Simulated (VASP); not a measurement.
# MnO (P6_3mc) in VASP: notebook, part 5 of 9

VASP 6.6.1. Earlier steps stand in the parts before.

### 44 Equation of state, PBEsol, collinear spin, ferromagnetic start, 12.86 Å³/atom

Input file INCAR:

```
  PREC = Low
  ENCUT = 450
  EDIFF = 1E-6
  ISMEAR = 0
  SIGMA = 0.05
  LREAL = False
  LASPH = True
  NELM = 100
  ALGO = Normal
  ISIF = 2
  LWAVE = False
  LCHARG = False
  ISPIN = 2
  MAGMOM = 4 4 0 0
  LORBIT = 11
  LMAXMIX = 4
  GGA = PS
  ADDGRID = False
```

Input file KPOINTS:

```
regular mesh
0
Gamma
  4 4 3
```

Input file POSCAR:

```
MnO
1.0
    3.3376400956      0.0000000000      0.0000000000
   -1.6688200478      2.8904811114      0.0000000000
    0.0000000000      0.0000000000      5.3310972906
Mn O
2 2
Direct
    0.6666666667      0.3333333333      0.5109600000
    0.3333333333      0.6666666667      0.0109600000
    0.6666666667      0.3333333333      0.8754700000
    0.3333333333      0.6666666667      0.3754700000
```

Launch:

```bash
cat potpaw_PBE.64/Mn_pv/POTCAR potpaw_PBE.64/O/POTCAR > POTCAR
mpirun -np 1 vasp_std > vasp.out
```

Run time: 9.3 s. Hardware: 1 thread of AMD EPYC 9R45 (Zen 5), shared host; peak memory 0.09 GiB.

The run converged, but some of its settings lie outside the range that counts as converged, so its numbers aren't taken as properties of the crystal.

Results:

```yaml
Free_energy: -34.2346 eV
Largest_force: 0.683 eV/Å
Band_gap_on_the_k_mesh: none (metal or under the smearing width)
Net_moment: 9.94 μB per cell
Site_moments: Mn +4.38; O +0.20 μB
Valence_electrons_inside_the_program's_atomic_spheres: Mn 11.47; O 5.02
```

Caveat: the k mesh is coarse (spacing up to 0.54 Å⁻¹), so the values aren't converged; the cutoff is under 1.25 times the usual one of these potentials, so pressure, stress and relaxed cells hold a basis-set (Pulay) error; the PAW data sets were made with another functional, which shifts forces and pressure a little; semilocal functionals often make such compounds metallic where correlation or magnetic order opens a gap, which also shifts bond lengths; only a ferromagnetic start was run, and an antiferromagnetic order may lie lower in energy.

### 45 Equation of state, PBEsol, collinear spin, ferromagnetic start, 13.65 Å³/atom

INCAR is that of step 44.

KPOINTS is that of step 44.

Input file POSCAR:

```
MnO
1.0
    3.4050853395      0.0000000000      0.0000000000
   -1.7025426698      2.9488904060      0.0000000000
    0.0000000000      0.0000000000      5.4388252502
Mn O
2 2
Direct
    0.6666666667      0.3333333333      0.5109600000
    0.3333333333      0.6666666667      0.0109600000
    0.6666666667      0.3333333333      0.8754700000
    0.3333333333      0.6666666667      0.3754700000
```

Potentials or basis: VASP PAW PBE potentials, release 64 (Mn_pv, O).

Launch:

```bash
cat potpaw_PBE.64/Mn_pv/POTCAR potpaw_PBE.64/O/POTCAR > POTCAR
mpirun -np 1 vasp_std > vasp.out
```

Wall time 7.9 s (1 thread of AMD EPYC 9R45 (Zen 5), shared host); peak memory 0.09 GiB.

The run converged, but some of its settings lie outside the range that counts as converged, so its numbers aren't taken as properties of the crystal.

What came out:

```
Free energy                                           : -34.2650 eV
Largest force                                         : 0.530 eV/Å
Band gap on the k mesh                                : none (metal or under the smearing width)
Net moment                                            : 9.96 μB per cell
Site moments                                          : Mn +4.41; O +0.19 μB
Valence electrons inside the program's atomic spheres : Mn 11.40; O 4.99
```

Caveat: the k mesh is coarse (spacing up to 0.53 Å⁻¹), so the values aren't converged; the cutoff is under 1.25 times the usual one of these potentials, so pressure, stress and relaxed cells hold a basis-set (Pulay) error; the PAW data sets were made with another functional, which shifts forces and pressure a little; semilocal functionals often make such compounds metallic where correlation or magnetic order opens a gap, which also shifts bond lengths; only a ferromagnetic start was run, and an antiferromagnetic order may lie lower in energy.

### 46 Equation of state, PBEsol, collinear spin, ferromagnetic start, 12.86 Å³/atom

Edit INCAR of step 45 so:

```diff
@@ -1,2 +1,2 @@
-  PREC = Low
+  PREC = Normal
   ENCUT = 450
```

KPOINTS is that of step 45.

Input file POSCAR:

```
MnO
1.0
    3.3376400956      0.0000000000      0.0000000000
   -1.6688200478      2.8904811114      0.0000000000
    0.0000000000      0.0000000000      5.3310972906
Mn O
2 2
Direct
    0.6666666667      0.3333333333      0.5109600000
    0.3333333333      0.6666666667      0.0109600000
    0.6666666667      0.3333333333      0.8754700000
    0.3333333333      0.6666666667      0.3754700000
```

Launch:

```bash
cat potpaw_PBE.64/Mn_pv/POTCAR potpaw_PBE.64/O/POTCAR > POTCAR
mpirun -np 1 vasp_std > vasp.out
```

Run time: 11 s. Hardware: 1 thread of AMD EPYC 9R45 (Zen 5), shared host; peak memory 0.1 GiB.

The run converged, but some of its settings lie outside the range that counts as converged, so its numbers aren't taken as properties of the crystal.

What came out:

```
Free energy                                           : -34.2254 eV
Largest force                                         : 0.710 eV/Å
Band gap on the k mesh                                : none (metal or under the smearing width)
Net moment                                            : 9.94 μB per cell
Site moments                                          : Mn +4.38; O +0.20 μB
Valence electrons inside the program's atomic spheres : Mn 11.47; O 5.02
```

Caveat: the k mesh is coarse (spacing up to 0.54 Å⁻¹), so the values aren't converged; the cutoff is under 1.25 times the usual one of these potentials, so pressure, stress and relaxed cells hold a basis-set (Pulay) error; the PAW data sets were made with another functional, which shifts forces and pressure a little; semilocal functionals often make such compounds metallic where correlation or magnetic order opens a gap, which also shifts bond lengths; only a ferromagnetic start was run, and an antiferromagnetic order may lie lower in energy.

### 47 Equation of state, PBEsol, collinear spin, ferromagnetic start, 13.65 Å³/atom

INCAR is that of step 46.

KPOINTS is that of step 46.

Input file POSCAR:

```
MnO
1.0
    3.4050853395      0.0000000000      0.0000000000
   -1.7025426698      2.9488904060      0.0000000000
    0.0000000000      0.0000000000      5.4388252502
Mn O
2 2
Direct
    0.6666666667      0.3333333333      0.5109600000
    0.3333333333      0.6666666667      0.0109600000
    0.6666666667      0.3333333333      0.8754700000
    0.3333333333      0.6666666667      0.3754700000
```

Launch:

```bash
cat potpaw_PBE.64/Mn_pv/POTCAR potpaw_PBE.64/O/POTCAR > POTCAR
mpirun -np 1 vasp_std > vasp.out
```

Wall time 9.4 s (1 thread of AMD EPYC 9R45 (Zen 5), shared host); peak memory 0.11 GiB.

The run converged, but some of its settings lie outside the range that counts as converged, so its numbers aren't taken as properties of the crystal.

What came out:

```
Free energy                                           : -34.2575 eV
Largest force                                         : 0.546 eV/Å
Band gap on the k mesh                                : none (metal or under the smearing width)
Net moment                                            : 9.96 μB per cell
Site moments                                          : Mn +4.41; O +0.19 μB
Valence electrons inside the program's atomic spheres : Mn 11.40; O 4.99
```

Caveat: the k mesh is coarse (spacing up to 0.53 Å⁻¹), so the values aren't converged; the cutoff is under 1.25 times the usual one of these potentials, so pressure, stress and relaxed cells hold a basis-set (Pulay) error; the PAW data sets were made with another functional, which shifts forces and pressure a little; semilocal functionals often make such compounds metallic where correlation or magnetic order opens a gap, which also shifts bond lengths; only a ferromagnetic start was run, and an antiferromagnetic order may lie lower in energy.

### 48 Equation of state, PBEsol, collinear spin, ferromagnetic start, 12.86 Å³/atom

Edit INCAR of step 47 so:

```diff
@@ -1,2 +1,2 @@
-  PREC = Normal
+  PREC = Accurate
   ENCUT = 450
@@ -5,3 +5,3 @@
   SIGMA = 0.05
-  LREAL = False
+  LREAL = Auto
   LASPH = True
```

KPOINTS is that of step 47.

Input file POSCAR:

```
MnO
1.0
    3.3376400956      0.0000000000      0.0000000000
   -1.6688200478      2.8904811114      0.0000000000
    0.0000000000      0.0000000000      5.3310972906
Mn O
2 2
Direct
    0.6666666667      0.3333333333      0.5109600000
    0.3333333333      0.6666666667      0.0109600000
    0.6666666667      0.3333333333      0.8754700000
    0.3333333333      0.6666666667      0.3754700000
```

Potentials or basis: VASP PAW PBE potentials, release 64 (Mn_pv, O).

Launch:

```bash
cat potpaw_PBE.64/Mn_pv/POTCAR potpaw_PBE.64/O/POTCAR > POTCAR
mpirun -np 1 vasp_std > vasp.out
```

It took 22 s on 1 thread of AMD EPYC 9R45 (Zen 5), shared host; peak memory 0.14 GiB.

The run converged, but some of its settings lie outside the range that counts as converged, so its numbers aren't taken as properties of the crystal.

Results:

```
Free energy                                           : -34.2249 eV
Largest force                                         : 0.709 eV/Å
Band gap on the k mesh                                : none (metal or under the smearing width)
Net moment                                            : 9.94 μB per cell
Site moments                                          : Mn +4.38; O +0.20 μB
Valence electrons inside the program's atomic spheres : Mn 11.47; O 5.02
```

Caveat: the k mesh is coarse (spacing up to 0.54 Å⁻¹), so the values aren't converged; the cutoff is under 1.25 times the usual one of these potentials, so pressure, stress and relaxed cells hold a basis-set (Pulay) error; the PAW data sets were made with another functional, which shifts forces and pressure a little; semilocal functionals often make such compounds metallic where correlation or magnetic order opens a gap, which also shifts bond lengths; only a ferromagnetic start was run, and an antiferromagnetic order may lie lower in energy.

### 49 Equation of state, PBEsol, collinear spin, ferromagnetic start, 13.65 Å³/atom

INCAR is that of step 48.

KPOINTS is that of step 48.

Input file POSCAR:

```
MnO
1.0
    3.4050853395      0.0000000000      0.0000000000
   -1.7025426698      2.9488904060      0.0000000000
    0.0000000000      0.0000000000      5.4388252502
Mn O
2 2
Direct
    0.6666666667      0.3333333333      0.5109600000
    0.3333333333      0.6666666667      0.0109600000
    0.6666666667      0.3333333333      0.8754700000
    0.3333333333      0.6666666667      0.3754700000
```

Launch:

```bash
cat potpaw_PBE.64/Mn_pv/POTCAR potpaw_PBE.64/O/POTCAR > POTCAR
mpirun -np 1 vasp_std > vasp.out
```

It took 20 s on 1 thread of AMD EPYC 9R45 (Zen 5), shared host; peak memory 0.14 GiB.

The run converged, but some of its settings lie outside the range that counts as converged, so its numbers aren't taken as properties of the crystal.

What came out:

```
Free energy                                           : -34.2561 eV
Largest force                                         : 0.546 eV/Å
Band gap on the k mesh                                : none (metal or under the smearing width)
Net moment                                            : 9.96 μB per cell
Site moments                                          : Mn +4.41; O +0.19 μB
Valence electrons inside the program's atomic spheres : Mn 11.40; O 4.99
```

Caveat: the k mesh is coarse (spacing up to 0.53 Å⁻¹), so the values aren't converged; the cutoff is under 1.25 times the usual one of these potentials, so pressure, stress and relaxed cells hold a basis-set (Pulay) error; the PAW data sets were made with another functional, which shifts forces and pressure a little; semilocal functionals often make such compounds metallic where correlation or magnetic order opens a gap, which also shifts bond lengths; only a ferromagnetic start was run, and an antiferromagnetic order may lie lower in energy.

### 50 Equation of state, PBEsol, collinear spin, ferromagnetic start, 12.86 Å³/atom

Edit INCAR of step 49 so:

```diff
@@ -2,6 +2,6 @@
   ENCUT = 450
-  EDIFF = 1E-6
+  EDIFF = 0.01
   ISMEAR = 0
   SIGMA = 0.05
-  LREAL = Auto
+  LREAL = False
   LASPH = True
```

KPOINTS is that of step 49.

Input file POSCAR:

```
MnO
1.0
    3.3376400956      0.0000000000      0.0000000000
   -1.6688200478      2.8904811114      0.0000000000
    0.0000000000      0.0000000000      5.3310972906
Mn O
2 2
Direct
    0.6666666667      0.3333333333      0.5109600000
    0.3333333333      0.6666666667      0.0109600000
    0.6666666667      0.3333333333      0.8754700000
    0.3333333333      0.6666666667      0.3754700000
```

Launch:

```bash
cat potpaw_PBE.64/Mn_pv/POTCAR potpaw_PBE.64/O/POTCAR > POTCAR
mpirun -np 1 vasp_std > vasp.out
```

Run time: 10 s. Hardware: 1 thread of AMD EPYC 9R45 (Zen 5), shared host; peak memory 0.14 GiB.

The run converged, but some of its settings lie outside the range that counts as converged, so its numbers aren't taken as properties of the crystal.

What came out:

- Free energy: -34.2236 eV
- Largest force: 0.716 eV/Å
- Band gap on the k mesh: none (metal or under the smearing width)
- Net moment: 10.00 μB per cell
- Site moments: Mn +4.39; O +0.20 μB
- Valence electrons inside the program's atomic spheres: Mn 11.47; O 5.02

Caveat: the k mesh is coarse (spacing up to 0.54 Å⁻¹), so the values aren't converged; the cutoff is under 1.25 times the usual one of these potentials, so pressure, stress and relaxed cells hold a basis-set (Pulay) error; the PAW data sets were made with another functional, which shifts forces and pressure a little; semilocal functionals often make such compounds metallic where correlation or magnetic order opens a gap, which also shifts bond lengths; only a ferromagnetic start was run, and an antiferromagnetic order may lie lower in energy.

### 51 Equation of state, PBEsol, collinear spin, ferromagnetic start, 13.65 Å³/atom

INCAR is that of step 50.

KPOINTS is that of step 50.

Input file POSCAR:

```
MnO
1.0
    3.4050853395      0.0000000000      0.0000000000
   -1.7025426698      2.9488904060      0.0000000000
    0.0000000000      0.0000000000      5.4388252502
Mn O
2 2
Direct
    0.6666666667      0.3333333333      0.5109600000
    0.3333333333      0.6666666667      0.0109600000
    0.6666666667      0.3333333333      0.8754700000
    0.3333333333      0.6666666667      0.3754700000
```

Potentials or basis: VASP PAW PBE potentials, release 64 (Mn_pv, O).

Launch:

```bash
cat potpaw_PBE.64/Mn_pv/POTCAR potpaw_PBE.64/O/POTCAR > POTCAR
mpirun -np 1 vasp_std > vasp.out
```

It took 8.5 s on 1 thread of AMD EPYC 9R45 (Zen 5), shared host; peak memory 0.14 GiB.

These settings aren't checked as converged: the numbers below hold their error.

Results:

| Item | Value |
| --- | --- |
| Free energy | -34.2528 eV |
| Largest force | 0.546 eV/Å |
| Band gap on the k mesh | none (metal or under the smearing width) |
| Net moment | 9.93 μB per cell |
| Site moments | Mn +4.41; O +0.19 μB |
| Valence electrons inside the program's atomic spheres | Mn 11.40; O 4.99 |

Caveat: the k mesh is coarse (spacing up to 0.53 Å⁻¹), so the values aren't converged; the cutoff is under 1.25 times the usual one of these potentials, so pressure, stress and relaxed cells hold a basis-set (Pulay) error; the PAW data sets were made with another functional, which shifts forces and pressure a little; semilocal functionals often make such compounds metallic where correlation or magnetic order opens a gap, which also shifts bond lengths; only a ferromagnetic start was run, and an antiferromagnetic order may lie lower in energy.

### 52 Equation of state, PBEsol, collinear spin, ferromagnetic start, 12.86 Å³/atom

Edit INCAR of step 51 so:

```diff
@@ -2,3 +2,3 @@
   ENCUT = 450
-  EDIFF = 0.01
+  EDIFF = 0.001
   ISMEAR = 0
```

KPOINTS is that of step 51.

Input file POSCAR:

```
MnO
1.0
    3.3376400956      0.0000000000      0.0000000000
   -1.6688200478      2.8904811114      0.0000000000
    0.0000000000      0.0000000000      5.3310972906
Mn O
2 2
Direct
    0.6666666667      0.3333333333      0.5109600000
    0.3333333333      0.6666666667      0.0109600000
    0.6666666667      0.3333333333      0.8754700000
    0.3333333333      0.6666666667      0.3754700000
```

Launch:

```bash
cat potpaw_PBE.64/Mn_pv/POTCAR potpaw_PBE.64/O/POTCAR > POTCAR
mpirun -np 1 vasp_std > vasp.out
```

Wall time 12 s (1 thread of AMD EPYC 9R45 (Zen 5), shared host); peak memory 0.14 GiB.

These settings aren't checked as converged: the numbers below hold their error.

Results:

| Property | Result |
| --- | --- |
| Free energy | -34.2244 eV |
| Largest force | 0.711 eV/Å |
| Band gap on the k mesh | none (metal or under the smearing width) |
| Net moment | 9.96 μB per cell |
| Site moments | Mn +4.38; O +0.20 μB |
| Valence electrons inside the program's atomic spheres | Mn 11.47; O 5.02 |

Caveat: the k mesh is coarse (spacing up to 0.54 Å⁻¹), so the values aren't converged; the cutoff is under 1.25 times the usual one of these potentials, so pressure, stress and relaxed cells hold a basis-set (Pulay) error; the PAW data sets were made with another functional, which shifts forces and pressure a little; semilocal functionals often make such compounds metallic where correlation or magnetic order opens a gap, which also shifts bond lengths; only a ferromagnetic start was run, and an antiferromagnetic order may lie lower in energy.

### 53 Equation of state, PBEsol, collinear spin, ferromagnetic start, 13.65 Å³/atom

INCAR is that of step 52.

KPOINTS is that of step 52.

Input file POSCAR:

```
MnO
1.0
    3.4050853395      0.0000000000      0.0000000000
   -1.7025426698      2.9488904060      0.0000000000
    0.0000000000      0.0000000000      5.4388252502
Mn O
2 2
Direct
    0.6666666667      0.3333333333      0.5109600000
    0.3333333333      0.6666666667      0.0109600000
    0.6666666667      0.3333333333      0.8754700000
    0.3333333333      0.6666666667      0.3754700000
```

Launch:

```bash
cat potpaw_PBE.64/Mn_pv/POTCAR potpaw_PBE.64/O/POTCAR > POTCAR
mpirun -np 1 vasp_std > vasp.out
```

Run time: 10 s. Hardware: 1 thread of AMD EPYC 9R45 (Zen 5), shared host; peak memory 0.14 GiB.

These settings aren't checked as converged: the numbers below hold their error.

Results:

- Free energy: -34.2556 eV
- Largest force: 0.547 eV/Å
- Band gap on the k mesh: none (metal or under the smearing width)
- Net moment: 9.96 μB per cell
- Site moments: Mn +4.41; O +0.19 μB
- Valence electrons inside the program's atomic spheres: Mn 11.40; O 4.99

Caveat: the k mesh is coarse (spacing up to 0.53 Å⁻¹), so the values aren't converged; the cutoff is under 1.25 times the usual one of these potentials, so pressure, stress and relaxed cells hold a basis-set (Pulay) error; the PAW data sets were made with another functional, which shifts forces and pressure a little; semilocal functionals often make such compounds metallic where correlation or magnetic order opens a gap, which also shifts bond lengths; only a ferromagnetic start was run, and an antiferromagnetic order may lie lower in energy.

### 54 Equation of state, PBEsol, collinear spin, ferromagnetic start, 12.86 Å³/atom

Edit INCAR of step 53 so:

```diff
@@ -2,3 +2,3 @@
   ENCUT = 450
-  EDIFF = 0.001
+  EDIFF = 1E-4
   ISMEAR = 0
```

KPOINTS is that of step 53.

Input file POSCAR:

```
MnO
1.0
    3.3376400956      0.0000000000      0.0000000000
   -1.6688200478      2.8904811114      0.0000000000
    0.0000000000      0.0000000000      5.3310972906
Mn O
2 2
Direct
    0.6666666667      0.3333333333      0.5109600000
    0.3333333333      0.6666666667      0.0109600000
    0.6666666667      0.3333333333      0.8754700000
    0.3333333333      0.6666666667      0.3754700000
```

Potentials or basis: VASP PAW PBE potentials, release 64 (Mn_pv, O).

Launch:

```bash
cat potpaw_PBE.64/Mn_pv/POTCAR potpaw_PBE.64/O/POTCAR > POTCAR
mpirun -np 1 vasp_std > vasp.out
```

It took 13 s on 1 thread of AMD EPYC 9R45 (Zen 5), shared host; peak memory 0.14 GiB.

These settings aren't checked as converged: the numbers below hold their error.

Results:

| Item | Value |
| --- | --- |
| Free energy | -34.2244 eV |
| Largest force | 0.708 eV/Å |
| Band gap on the k mesh | none (metal or under the smearing width) |
| Net moment | 9.93 μB per cell |
| Site moments | Mn +4.38; O +0.20 μB |
| Valence electrons inside the program's atomic spheres | Mn 11.47; O 5.02 |

Caveat: the k mesh is coarse (spacing up to 0.54 Å⁻¹), so the values aren't converged; the cutoff is under 1.25 times the usual one of these potentials, so pressure, stress and relaxed cells hold a basis-set (Pulay) error; the PAW data sets were made with another functional, which shifts forces and pressure a little; semilocal functionals often make such compounds metallic where correlation or magnetic order opens a gap, which also shifts bond lengths; only a ferromagnetic start was run, and an antiferromagnetic order may lie lower in energy.

[end of part 5 of 9]
